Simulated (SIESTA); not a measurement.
Ag:

```
Ag
1.0
     0.00000    2.04275    2.04275
     2.04275    0.00000    2.04275
     2.04275    2.04275    0.00000
Ag
1
Cartesian
  0.0000 0.0000 0.0000
```

Base run:

- Program: SIESTA 5.4.2
- Functional: PBE
- Potentials or basis: PseudoDojo 0.4 standard (PBE files)
- Basis: TZDP (energy shift 0.002 Ry)
- Grid cutoff: 800 Ry
- Energy shift: 0.002 Ry
- k mesh: 11 × 11 × 11
- Occupations: fermi-dirac, width 0.05 eV
- Spin: no spin polarisation

Its results: band gap on the k mesh none (metal or under the smearing width); pressure 4.6 GPa.

Question: After a change of settings the same cell gave: band gap on the k mesh none (metal or under the smearing width); pressure 6.1 GPa. Which change was it?
A. potentials or basis from PseudoDojo 0.4 standard (PBE files) to SPMS 1.0 NC or PseudoDojo by element (PBE files); basis from TZDP (energy shift 0.002 Ry) to DZP (energy shift 0.002 Ry)
B. functional from PBE to APBE; basis from TZDP (energy shift 0.002 Ry) to DZP (energy shift 0.002 Ry)
C. basis from TZDP (energy shift 0.002 Ry) to SZP (energy shift 0.002 Ry)
D. functional from PBE to RPBE; basis from TZDP (energy shift 0.002 Ry) to DZP (energy shift 0.002 Ry)

Answer: C.

Caveats: the basis of atomic orbitals isn't converged, which shifts pressures, moduli and gaps; semicore shells carry a single zeta, which can move pressures by several GPa and volumes by a few percent (some runs); short orbitals over semicore shells can move pressures by several GPa (some runs).

Not every run made on this cell is shown here.
